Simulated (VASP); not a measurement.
# PbSe: an input that fails (self-consistent run)

PbSe, Fm-3m (no. 225), 2 atoms in the cell.

INCAR:
```
ALGO = Normal
EDIFF = 1E-5
ENCUT = 250
ISIF = 2
ISMEAR = 0
ISYM = -1
LASPH = T
LCHARG = F
LREAL = F
LWANNIER90_RUN = T
LWAVE = F
NELM = 40
NUM_WANN = 4
PREC = Normal
SIGMA = 0.05
WANNIER90_WIN = "num_iter = 20
begin projections
random
end projections"
```

KPOINTS:
```
k-points
0
Gamma
  3 3 3
```

POSCAR:
```
PbSe
1.0
    0.0000000000      3.0606500000      3.0606500000
    3.0606500000      0.0000000000      3.0606500000
    3.0606500000      3.0606500000      0.0000000000
Pb Se
1 1
Direct
    0.0000000000      0.0000000000      0.0000000000
    0.5000000000      0.5000000000      0.5000000000
```

Commands:
```
cat potpaw_PBE.64/Pb_d/POTCAR potpaw_PBE.64/Se/POTCAR > POTCAR
mpirun -np 1 vasp_std > vasp.out
```

VASP stops with:
```
VASP was compiled without the VASP2WANNIER90 interface. ---->  I REFUSE TO CONTINUE WITH THIS SICK JOB ... BYE!!! <----
```

Cause: an option that this build lacks.
